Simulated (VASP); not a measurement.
**VASP 6.6.1, PBE single-point calculation, PbSe (strained database structure)**

INCAR

```
PREC = Accurate
SIGMA = 0.02
LREAL = .FALSE.
NBANDS = 28
LCHARG = .TRUE.
EDIFF = 1E-7
NELM = 120
LASPH = .TRUE.
GGA = PE
LWAVE = .FALSE.
ENCUT = 520
ISMEAR = -1
NSW = 0
LELF = .TRUE.
IBRION = -1
ISIF = 2
```

KPOINTS

```
KPOINTS created by Atomic Simulation Environment
0
Gamma
6 6 6
0 0 0
```

KPOINTS_OPT

```
special points
11
Reciprocal
0.0000000000 0.0000000000 0.0000000000 1
0.4999998891 0.4999997783 -0.0000001109 1
0.7499998891 0.4999997783 0.2499998891 1
0.4999998891 -0.0000002217 -0.0000001109 1
0.5000000000 0.0000000000 0.5000000000 1
0.7223786608 -0.0000001972 0.2776211420 1
0.2776211175 -0.0000002462 -0.2776213637 1
0.4999998769 0.4447572725 -0.0552426044 1
0.9447574201 0.4447573215 0.4999999014 1
0.6779029286 -0.0000001578 0.3220969136 1
0.2916670000 0.0000000000 -0.2929690000 1
```

POSCAR

```
Pb Se
 1.0000000000000000
     0.0000000000000000    6.5661520699000002    3.0728640074000002
     3.0865805636000001    0.0000000000000000    3.0728640074000002
     3.0865805636000001    6.5661520699000002    0.0000000000000000
 Pb  Se
   2   2
Cartesian
  3.0865805636000001  1.8549987135295309  3.0207647695773749
  3.0865805636000005 11.2773054262704679  3.0207647695773749
  3.0865805635999997  8.4887518323948434  3.0204889421423196
  3.0865805636000001  4.6435523074051543  3.0204889421423196
```

VASP ran with the recommended PBE PAW datasets (40 valence electrons in the cell).

Command

```
mpirun -np 1 vasp_std
```

OSZICAR

```
N       E                     dE             d eps       ncg     rms          rms(c)
DAV:   1     0.409546170205E+03    0.40955E+03   -0.18507E+04  2576   0.146E+03
DAV:   2     0.292440757609E+02   -0.38030E+03   -0.36869E+03  2600   0.386E+02
DAV:   3    -0.146880327322E+02   -0.43932E+02   -0.42754E+02  3372   0.149E+02
DAV:   4    -0.166471958685E+02   -0.19592E+01   -0.19517E+01  3088   0.339E+01
DAV:   5    -0.167133393661E+02   -0.66143E-01   -0.66135E-01  3316   0.674E+00    0.410E+00
DAV:   6    -0.160570177605E+02    0.65632E+00   -0.15361E+00  3496   0.756E+00    0.227E+00
DAV:   7    -0.160551596045E+02    0.18582E-02   -0.35523E-01  3004   0.241E+00    0.132E+00
DAV:   8    -0.160641833528E+02   -0.90237E-02   -0.50695E-02  3252   0.185E+00    0.298E-01
DAV:   9    -0.160611743287E+02    0.30090E-02   -0.12318E-02  3592   0.907E-01    0.837E-02
DAV:  10    -0.160616697069E+02   -0.49538E-03   -0.13264E-03  2716   0.163E-01    0.338E-02
DAV:  11    -0.160617892186E+02   -0.11951E-03   -0.18032E-04  3048   0.737E-02    0.112E-02
DAV:  12    -0.160617935945E+02   -0.43759E-05   -0.20790E-05  3320   0.239E-02    0.407E-03
DAV:  13    -0.160617950962E+02   -0.15018E-05   -0.60472E-06  3048   0.175E-02    0.200E-03
DAV:  14    -0.160617953722E+02   -0.27600E-06   -0.59358E-07  2792   0.557E-03    0.983E-04
DAV:  15    -0.160617953978E+02   -0.25575E-07   -0.17342E-07  2376   0.325E-03
   1 F= -.16061795E+02 E0= -.16061795E+02  d E =-.961895E-09
       N       E                     dE             ncg
DAV:   1     0.505311647622E+04   -0.87348E+04      616
DAV:   2     0.891276834475E+03   -0.41618E+04      616
DAV:   3     0.423456487461E+03   -0.46782E+03      792
DAV:   4     0.402946218390E+03   -0.20510E+02      720
DAV:   5     0.402210914244E+03   -0.73530E+00      816
DAV:   6     0.402191219778E+03   -0.19694E-01      804
DAV:   7     0.402190443827E+03   -0.77595E-03      860
DAV:   8     0.402190438139E+03   -0.56884E-05      824
DAV:   9     0.402190437978E+03   -0.16112E-06      584
DAV:  10     0.402190437963E+03   -0.14801E-07      488
```

From OUTCAR

```
k-points           NKPTS =     46   k-points in BZ     NKDIM =     46   number of bands    NBANDS=     28

   NELECT =      40.0000    total number of electrons

   dimension x,y,z NGX =    54 NGY =   32 NGZ =   54
   dimension x,y,z NGXF=   108 NGYF=   64 NGZF=  108

  energy-cutoff  :      520.00
  volume of cell :      124.56
      direct lattice vectors                 reciprocal lattice vectors
     0.000000000  6.566152070  3.072864007    -0.161991560  0.076148099  0.162714653
     3.086580564  0.000000000  3.072864007     0.161991560 -0.076148099  0.162714653
     3.086580564  6.566152070  0.000000000     0.161991560  0.076148099 -0.162714653

 k-points in reciprocal lattice and weights: KPOINTS created by Atomic Simulation Env
   0.00000000  0.00000000  0.00000000       0.005
   0.16666667 -0.00000000  0.00000000       0.037
   0.33333333 -0.00000000 -0.00000000       0.037
   0.50000000 -0.00000000 -0.00000000       0.019
   0.16666667  0.16666667  0.00000000       0.009
   0.33333333  0.16666667 -0.00000000       0.037
   0.50000000  0.16666667 -0.00000000       0.037
  -0.33333333  0.16666667  0.00000000       0.037
   ...

 E-fermi :   4.3288

 k-point     1 :       0.0000    0.0000    0.0000
  band No.  band energies     occupation
      1     -12.6484      2.00000
      2     -12.6074      2.00000
      3     -12.5836      2.00000
      4     -12.5721      2.00000
      5     -12.5648      2.00000
      6     -12.5463      2.00000
      7     -12.5400      2.00000
      8     -12.5385      2.00000
      9     -12.5296      2.00000
     10     -12.5269      2.00000
     11      -9.2033      2.00000
     12      -7.7992      2.00000
     13      -3.2109      2.00000
     14      -2.5177      2.00000
     15      -0.1020      2.00000
     16       1.3329      2.00000
     17       1.3799      2.00000
     18       2.2231      2.00000
     19       2.2640      2.00000
     20       4.0153      2.00000
     21       7.9109      0.00000
     22       8.3398      0.00000
     23       8.4319      0.00000
     24       8.4674      0.00000
     25       8.5669      0.00000
     26       9.5322      0.00000
     27       9.8337      0.00000
     28       9.9350      0.00000

 k-point     2 :       0.1667   -0.0000    0.0000
  band No.  band energies     occupation
      1     -12.6456      2.00000
      2     -12.5971      2.00000
      3     -12.5774      2.00000
      4     -12.5708      2.00000
      5     -12.5669      2.00000
      6     -12.5575      2.00000
      7     -12.5429      2.00000
      8     -12.5361      2.00000
      9     -12.5290      2.00000
     10     -12.5240      2.00000
     11      -9.0600      2.00000
     12      -7.7980      2.00000
     13      -3.5587      2.00000
     14      -2.8883      2.00000
     15       0.1588      2.00000
     16       1.5614      2.00000
     17       1.6795      2.00000
     18       2.4421      2.00000
     19       2.6439      2.00000
     20       3.8141      2.00000
     21       6.8484      0.00000
     22       7.5712      0.00000
     23       7.7200      0.00000
     24       8.3352      0.00000
     25       8.6461      0.00000
     26       9.0195      0.00000
     27       9.7594      0.00000
     28      10.3924      0.00000

 k-point     3 :       0.3333   -0.0000   -0.0000
  band No.  band energies     occupation
      1     -12.6408      2.00000
      2     -12.5821      2.00000
      3     -12.5805      2.00000
      4     -12.5738      2.00000
      5     -12.5643      2.00000
      6     -12.5587      2.00000
      7     -12.5434      2.00000
      8     -12.5356      2.00000
      9     -12.5293      2.00000
     10     -12.5186      2.00000
     11      -8.6730      2.00000
     12      -7.8742      2.00000
     13      -4.1359      2.00000
     14      -3.5847      2.00000
     15       0.8745      2.00000
     16       2.1310      2.00000
     17       2.3406      2.00000
     18       2.8596      2.00000
     19       3.1914      2.00000
     20       3.5466      2.00000
     21       5.4184      0.00000
     22       6.3664      0.00000
     23       6.8438      0.00000
     24       6.9927      0.00000
     25       7.4710      0.00000
     26       8.4060      0.00000
     27      11.1273      0.00000
     28      11.3964      0.00000

 k-point     4 :       0.5000   -0.0000   -0.0000
  band No.  band energies     occupation
      1     -12.6386      2.00000
      2     -12.5836      2.00000
      3     -12.5834      2.00000
      4     -12.5761      2.00000
      5     -12.5618      2.00000
      6     -12.5562      2.00000
      7     -12.5363      2.00000
      8     -12.5354      2.00000
      9     -12.5290      2.00000
     10     -12.5165      2.00000
     11      -8.2474      2.00000
     12      -8.1358      2.00000
     13      -4.3525      2.00000
     14      -3.9506      2.00000
     15       1.7960      2.00000
     16       1.9641      2.00000
     17       2.7327      2.00000
     18       2.8572      2.00000
     19       3.3980      2.00000
     20       3.7328      2.00000
     21       5.1913      0.00000
     22       5.6638      0.00000
     23       6.0592      0.00000
     24       6.4870      0.00000
     25       6.6108      0.00000
     26       8.2425      0.00000
     27      11.2597      0.00000
     28      12.3950      0.00000

 k-point     5 :       0.1667    0.1667    0.0000
  band No.  band energies     occupation
      1     -12.6267      2.00000
      2     -12.6108      2.00000
      3     -12.5780      2.00000
      4     -12.5711      2.00000
      5     -12.5624      2.00000
      6     -12.5598      2.00000
      7     -12.5426      2.00000
      8     -12.5365      2.00000
      9     -12.5298      2.00000
     10     -12.5268      2.00000
     11      -8.9303      2.00000
     12      -7.7678      2.00000
     13      -3.6380      2.00000
     14      -3.1697      2.00000
     15       0.2519      2.00000
     16       0.8738      2.00000
     17       1.8259      2.00000
     18       2.7205      2.00000
     19       3.3356      2.00000
     20       3.8619      2.00000
     21       5.8714      0.00000
     22       7.2612      0.00000
     23       7.4989      0.00000
     24       8.0610      0.00000
     25       8.6098      0.00000
     26       8.9169      0.00000
     27      10.9574      0.00000
     28      11.2550      0.00000

 k-point     6 :       0.3333    0.1667   -0.0000
  band No.  band energies     occupation
      1     -12.6334      2.00000
      2     -12.6110      2.00000
      3     -12.5855      2.00000
      4     -12.5624      2.00000
      5     -12.5581      2.00000
      6     -12.5550      2.00000
      7     -12.5440      2.00000
      8     -12.5412      2.00000
      9     -12.5283      2.00000
     10     -12.5196      2.00000
     11      -8.5638      2.00000
     12      -7.8086      2.00000
     13      -3.9305      2.00000
     14      -3.6609      2.00000
     15       0.7898      2.00000
     16       0.8683      2.00000
     17       1.8373      2.00000
     18       2.7748      2.00000
     19       3.0320      2.00000
     20       3.8115      2.00000
     21       5.9494      0.00000
     22       6.1657      0.00000
     23       6.7662      0.00000
     24       7.7495      0.00000
     25       8.6059      0.00000
     26       8.9261      0.00000
     27      10.9294      0.00000
     28      11.3893      0.00000

 k-point     7 :       0.5000    0.1667   -0.0000
  band No.  band energies     occupation
      1     -12.6476      2.00000
      2     -12.6130      2.00000
      3     -12.5861      2.00000
      4     -12.5630      2.00000
      5     -12.5572      2.00000
      6     -12.5525      2.00000
      7     -12.5434      2.00000
      8     -12.5327      2.00000
      9     -12.5253      2.00000
     10     -12.5148      2.00000
     11      -8.1545      2.00000
     12      -8.0491      2.00000
     13      -4.2171      2.00000
     14      -3.7898      2.00000
     15       1.3162      2.00000
     16       1.5340      2.00000
     17       1.7818      2.00000
     18       2.3037      2.00000
     19       2.7498      2.00000
     20       3.0674      2.00000
     21       5.8712      0.00000
     22       6.3402      0.00000
     23       6.8412      0.00000
     24       7.7060      0.00000
     25       7.9761      0.00000
     26       8.6235      0.00000
     27      10.2151      0.00000
     28      11.2682      0.00000

 ...

  Total        0.9579534      1.5607420      1.3405226      0.0000000      0.0000000      0.0000000
  in kB       12.3223369     20.0761210     17.2433974      0.0000000      0.0000000      0.0000000
  external PRESSURE =      16.5472851 kB  Pullay stress =       0.0000000 kB

 POSITION                                       TOTAL-FORCE (eV/Angst)
 -----------------------------------------------------------------------------------
      3.08658      1.85500      3.02076         0.000000     -0.077115     -0.000148
      3.08658     11.27731      3.02076         0.000000      0.077115     -0.000148
      3.08658      8.48875      3.02049         0.000000     -0.147774      0.000148
      3.08658      4.64355      3.02049         0.000000      0.147774      0.000148
 -----------------------------------------------------------------------------------
    total drift:                                0.000011      0.000001      0.000105

  FREE ENERGIE OF THE ION-ELECTRON SYSTEM (eV)
  ---------------------------------------------------
  free  energy   TOTEN  =       -16.0617953978 eV

  energy  without entropy=      -16.0617953969  energy(sigma->0) =      -16.06179540
```

| Quantity | Value |
| --- | --- |
| gap between bands v and c | 0.60 eV |
| least direct gap | 1.23 eV |
| pressure | 1.7 GPa |
| largest force | 0.15 eV/Å |

Band v is the last that the valence electrons fill when counted band by band, and c is the next.

The run took about 3.9 min on one core of a shared host (Intel Xeon Platinum 8488C) and held 0.44 GiB at most.
